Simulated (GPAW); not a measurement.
# Near-edge structure at the O K edge of ZnO (zincite, P6_3mc)

Aim: the dependence of the O K near-edge features of ZnO (zincite, P6_3mc) on volume.

Calculated with GPAW 26.7.0; X-ray absorption from dipole matrix elements to empty bands, plane-wave PAW revPBE.

### 1. The structure

Symmetry: P6_3mc, No. 186, hexagonal system. Conventional cell: a = 3.249 Å, b = 3.249 Å, c = 5.206 Å, α = 90.00°, β = 90.00°, γ = 120.00°. Zn has 4 O at 1.97 to 1.98 Å nearest. O has 4 Zn at 1.97 to 1.98 Å nearest. Farther neighbours and most contacts between anions are not listed.

Structure file:

```cif
data_structure
_symmetry_space_group_name_H-M 'P 1'
_symmetry_Int_Tables_number 1
_cell_length_a 3.2493
_cell_length_b 3.2493
_cell_length_c 5.2057
_cell_angle_alpha 90.000
_cell_angle_beta 90.000
_cell_angle_gamma 120.000
_cell_volume 47.60
loop_
_atom_site_label
_atom_site_type_symbol
_atom_site_fract_x
_atom_site_fract_y
_atom_site_fract_z
_atom_site_occupancy
Zn1 Zn 0.66667 0.33333 0.00000 1
Zn2 Zn 0.33333 0.66667 0.50000 1
O3 O 0.33333 0.66667 0.87901 1
O4 O 0.66667 0.33333 0.37901 1
```

### 2. The field without a hole

The ground state comes first: it tells whether the system has a gap, which decides how the excited electron is treated.

Input file scf.py:

```python
import numpy as np
from ase import Atoms
from ase.parallel import parprint, paropen
from gpaw import GPAW, PW, FermiDirac, Mixer, MixerDif, setup_paths
from gpaw.test import gen
setup_paths.insert(0, '.')
gen('O', name='nch1s', xcname='revPBE', corehole=(1, 0, 0), write_xml=True)
from gpaw.mpi import world
world.barrier()

atoms = Atoms('Zn2O2',
    cell=[[3.249308, 0, 0],
     [-1.624654, 2.81398327, 0],
     [0, 0, 5.205709]],
    scaled_positions=[[0.66666667, 0.33333333, 0],
     [0.33333333, 0.66666667, 0.5],
     [0.33333333, 0.66666667, 0.87901],
     [0.66666667, 0.33333333, 0.37901]],
    pbc=True)
atoms.calc = calc = GPAW(legacy_gpaw=True, mode=PW(500, force_complex_dtype=True), xc='revPBE', setups={2: 'nch1s'},
    kpts={'size': (9, 9, 5), 'gamma': True}, occupations=FermiDirac(0.05),
    charge=0, mixer=Mixer(0.1, 5, 50), maxiter=150,
    convergence={'density': 0.0001, 'eigenstates': 1e-6}, txt='scf.txt')
energy = atoms.get_potential_energy() + calc.get_reference_energy()
ef = calc.get_fermi_level()
out = dict(energy=energy, fermi=ef, forces=atoms.get_forces().tolist())
parprint(f'all-electron energy {energy:.4f} eV, Fermi level {ef:.4f} eV')
ev = np.array([[calc.get_eigenvalues(k, s) for k in range(len(calc.get_ibz_k_points()))] for s in range(calc.get_number_of_spins())])
out['homo'], out['lumo'], out['counts'] = ev[ev < ef].max(), ev[ev > ef].min(), sorted(set((ev < ef).sum((0, 2)).tolist()))
out['filled'] = (ev[:, 0] < ef).sum(1).tolist()
import json
with paropen('out.json', 'w') as f:
    json.dump(out, f)
```

Started as:

```bash
$ OMP_NUM_THREADS=1 mpirun -n 4 gpaw python scf.py
```

Numbers of over 12 decimals in the logs are rounded to 6 here.

What it wrote:

```text
Input parameters:
  convergence: {density: 0.0001,
                eigenstates: 1e-06}
  kpts: {gamma: True,
         size: (9, 9, 5)}
  maxiter: 150
  mixer: {backend: pulay,
          beta: 0.1,
          method: separate,
          nmaxold: 5,
          weight: 50}
  mode: {ecut: 500.0,
         force_complex_dtype: True,
         name: pw}
  occupations: {fixmagmom: False,
                name: fermi-dirac,
                width: 0.05}
  setups: {2: nch1s}
  xc: revPBE

Initialize ...

[... PAW data sets ...]

Reference energy: -101815.905625  # eV

Spin-paired calculation

[... convergence settings ...]
Symmetries present (total): 2
  [... symmetry matrices ...]

405 k-points: 9 x 9 x 5 Monkhorst-Pack grid
115 k-points in the irreducible part of the Brillouin zone
       k-points in crystal coordinates                weights
   0:     0.00000000    0.00000000    0.00000000          1/405
   1:     0.00000000    0.00000000    0.20000000          2/405
   2:     0.00000000    0.00000000    0.40000000          2/405
   3:     0.00000000    0.11111111   -0.40000000          2/405
   4:     0.00000000    0.11111111   -0.20000000          2/405
   5:     0.00000000    0.11111111    0.00000000          2/405
   6:     0.00000000    0.11111111    0.20000000          2/405
   7:     0.00000000    0.11111111    0.40000000          2/405
   8:     0.00000000    0.22222222   -0.40000000          2/405
   9:     0.00000000    0.22222222   -0.20000000          2/405
          ...
 114:     0.44444444    0.44444444    0.40000000          4/405

Wave functions: Plane wave expansion
  Cutoff energy: 500.000 eV
  Number of coefficients (min, max): 1189, 1228
  Pulay-stress correction: 0.000000 eV/Ang^3 (de/decut=0.000000)
  Using FFTW library
  Wavefunction extrapolation:
    Improved wavefunction reuse through dual PAW basis

Occupation numbers: Fermi-Dirac:
  width: 0.0500  # eV

Eigensolver
   Davidson(niter=2)

Densities:
  Coarse grid: 18*18*27 grid
  Fine grid: 36*36*54 grid
  Total Charge: 0.000000

Density mixing:
  Method: separate
  Backend: pulay
  Linear mixing parameter: 0.1
  old densities: 5
  Width of damping distribution: 1.1
  Damping of long wavelength oscillations: 50

[... Hamiltonian set-up ...]
Number of atoms: 4
Number of atomic orbitals: 26
Number of bands in calculation: 26
Number of valence electrons: 36
Bands to converge: occupied

... initialized

Initializing position-dependent things.

Density initialized from atomic densities
Creating initial wave functions:
  26 bands from LCAO basis set

        O

        Zn

           O

           Zn

Atomic positions and initial magnetic moments

Positions:
   0 Zn     1.624654    0.937994    0.000000    ( 0.0000,  0.0000,  0.0000)
   1 Zn    -0.000000    1.875989    2.602854    ( 0.0000,  0.0000,  0.0000)
   2 O     -0.000000    1.875989    4.575870    ( 0.0000,  0.0000,  0.0000)
   3 O      1.624654    0.937994    1.973016    ( 0.0000,  0.0000,  0.0000)

Unit cell:
           periodic     x           y           z      points  spacing
  1. axis:    yes    3.249308    0.000000    0.000000    18     0.1563
  2. axis:    yes   -1.624654    2.813983    0.000000    18     0.1563
  3. axis:    yes    0.000000    0.000000    5.205709    27     0.1928

  Lengths:   3.249308   3.249308   5.205709
  Angles:   90.000000  90.000000 120.000000

Effective grid spacing dv^(1/3) = 0.1759

iter:   1   -19.037465
iter:   2   -17.556000   -0.76  -0.99
iter:   3   -16.228042   -0.75  -1.10
iter:   4   -16.212400   -2.30  -1.49
iter:   5   -16.222149c  -2.90  -1.85
iter:   6   -16.217187c  -2.83  -2.56
iter:   7   -16.216523c  -3.80  -2.43
iter:   8   -16.220607c  -3.33  -2.91
iter:   9   -16.217100c  -3.62  -2.83
iter:  10   -16.217085c  -4.63  -3.75
iter:  11   -16.217086c  -6.16c -4.25c

Converged after 11 iterations.

Dipole moment: (-0.000047, 0.000027, 1.338215) |e|*Ang

Energy contributions relative to reference atoms: (reference = -101815.905625)

Kinetic:        +39.401153
Potential:      -32.836862
External:        +0.000000
XC:             -22.839326
Entropy (-ST):   -0.000003
Local:           +0.057950
SIC:             +0.000000
--------------------------
Free energy:    -16.217087
Extrapolated:   -16.217086

Showing only first 2 kpts
 Kpt  Band  Eigenvalues  Occupancy
  0    16      4.04556    1.99981
  0    17      4.04563    1.99980
  0    18      4.88403    0.00107
  0    19      9.32300    0.00000

  1    16      3.97705    1.99995
  1    17      3.97712    1.99995
  1    18      5.72458    0.00000
  1    19      8.99356    0.00000

Fermi level: 4.50735

Gap: 0.838 eV
Transition (v -> c):
  (s=0, k=0, n=17, [0.00, 0.00, 0.00]) -> (s=0, k=0, n=18, [0.00, 0.00, 0.00])
No difference between direct/indirect transitions

Forces in eV/Ang:
  0 Zn    0.00000   -0.00017   -0.07953
  1 Zn    0.00000    0.00016   -0.08177
  2 O     0.00000    0.00019    0.10956
  3 O     0.00000   -0.00018    0.03476
Scalar-relativistic atomic revPBE calculation for O (Oxygen, Z=8)
Core hole in 1s state (1s occupation: 2.0)
300 radial gridpoints.
|------------------------------------------------|
|------------------------------------------------|
[... the atom generator's iteration count ...]

Energy contributions:
-------------------------
Kinetic:      +74.948550
XC:            -8.337853
Potential:   -141.669605
-------------------------
Total:        -75.058908

state      eigenvalue         ekin         rmax
-----------------------------------------------
1s^2.0 :   -18.924438    29.190860        0.129
2s^2.0 :    -0.881898     3.219331        0.871
2p^4.0 :    -0.329595     2.532042        0.821
-----------------------------------------------
(units: Bohr and Hartree)

Generating PAW setup
Kinetic energy of the core from tauc = 58.428538
Cutoffs:
rc(s)=1.300
rc(p)=1.130
rc(d)=1.170
rc(vbar)=1.300
rc(comp)=1.260
rc(nct)=1.300

Kinetic energy of the core states: 58.381721
Charge: 0.0
Core electrons: 2.0
Valence electrons: 6.0
Pseudo-core charge: 0.000732
Shape function alpha=6.299
Pseudo-electron charge 5.684612
state    eigenvalue         norm
--------------------------------
2s(2) :    -0.881898     1.082464
*s    :     0.118102
2p(4) :    -0.329595     0.879738
*p    :     0.670405
*d    :     0.000000
--------------------------------

Diagonalizing with gridspacing h=0.050

state   all-electron     PAW
-------------------------------
2s:      -0.881898    -0.883008
2p:      -0.329595    -0.333354
*d:                    0.048653
*f:                    0.076486
-------------------------------
all-electron energy -101832.1227 eV, Fermi level 4.5074 eV
```

It took 13 s on 4 MPI ranks of AMD EPYC 9R14 (Zen 4), shared host; peak memory 0.19 GiB.

The mesh shows a gap of 0.84 eV, so the hole is first treated in a charged cell, without the excited electron.

### 3. Reference energy of the supercell

The photon energy needs a difference of total energies, so the cell and mesh of the coming hole run are first run without a hole.

scf.py, as its differences from that of step 2:

```diff
@@ -10,13 +10,21 @@
 
-atoms = Atoms('Zn2O2',
-    cell=[[3.249308, 0, 0],
-     [-1.624654, 2.81398327, 0],
-     [0, 0, 5.205709]],
+atoms = Atoms('Zn6O6',
+    cell=[[0, -5.62796655, 0],
+     [4.873962, -2.81398327, 0],
+     [-1.624654, 2.81398327, 5.205709]],
     scaled_positions=[[0.66666667, 0.33333333, 0],
-     [0.33333333, 0.66666667, 0.5],
-     [0.33333333, 0.66666667, 0.87901],
-     [0.66666667, 0.33333333, 0.37901]],
+     [0, 0.66666667, 0],
+     [0.33333333, 0, 0],
+     [0.83333333, 0.16666667, 0.5],
+     [0.16666667, 0.5, 0.5],
+     [0.5, 0.83333333, 0.5],
+     [0.95967, 0.29300333, 0.87901],
+     [0.29300333, 0.62633667, 0.87901],
+     [0.62633667, 0.95967, 0.87901],
+     [0.79300333, 0.45967, 0.37901],
+     [0.12633667, 0.79300333, 0.37901],
+     [0.45967, 0.12633667, 0.37901]],
     pbc=True)
-atoms.calc = calc = GPAW(legacy_gpaw=True, mode=PW(500, force_complex_dtype=True), xc='revPBE', setups={2: 'nch1s'},
-    kpts={'size': (9, 9, 5), 'gamma': True}, occupations=FermiDirac(0.05),
+atoms.calc = calc = GPAW(legacy_gpaw=True, mode=PW(500, force_complex_dtype=True), xc='revPBE', setups={6: 'nch1s'},
+    kpts={'size': (4, 4, 4), 'gamma': True}, occupations=FermiDirac(0.02),
     charge=0, mixer=Mixer(0.1, 5, 50), maxiter=150,
```

What it wrote:

```text
Input parameters:
  convergence: {density: 0.0001,
                eigenstates: 1e-06}
  kpts: {gamma: True,
         size: (4, 4, 4)}
  maxiter: 150
  mixer: {backend: pulay,
          beta: 0.1,
          method: separate,
          nmaxold: 5,
          weight: 50}
  mode: {ecut: 500.0,
         force_complex_dtype: True,
         name: pw}
  occupations: {fixmagmom: False,
                name: fermi-dirac,
[...]
2s(2) :    -0.881898     1.082464
*s    :     0.118102
2p(4) :    -0.329595     0.879738
*p    :     0.670405
*d    :     0.000000
--------------------------------

Diagonalizing with gridspacing h=0.050

state   all-electron     PAW
-------------------------------
2s:      -0.881898    -0.883008
2p:      -0.329595    -0.333354
*d:                    0.048653
*f:                    0.076486
-------------------------------
all-electron energy -305496.3656 eV, Fermi level 4.4682 eV
[key lines of the parts left out:]
Converged after 16 iterations.
Dipole moment: (2.997068, -5.191076, 4.011544) |e|*Ang
Free energy:    -48.648991
Fermi level: 4.46815
```

The job ended after 44 s (4 MPI ranks; peak memory 0.3 GiB).

Reference energy: -305496.366 eV with the cores included.

(Part 1 of 4 ends here.)

[Banner, clock and machine lines of the logs are left out without a mark of their own.]

[Logs are printed without paths, hosts, clocks, repeated set-up lines and the standing remarks that a program may print on its own settings, such as how far it seeks lower states.]

[Hosts, paths, dates, database ids (printed as entryN), source tags and the programs' standing remarks are cut or masked in the printed files.]

[Lists of maxima count a maximum above −3 eV only where it reaches 4 % of the highest in the window and stands out from its surroundings by 2 % of it (1.5 % where it reaches 55 %); shoulders and weaker maxima are passed over, and of the rest the first, up to two pre-edge ones and the few strongest are named.]
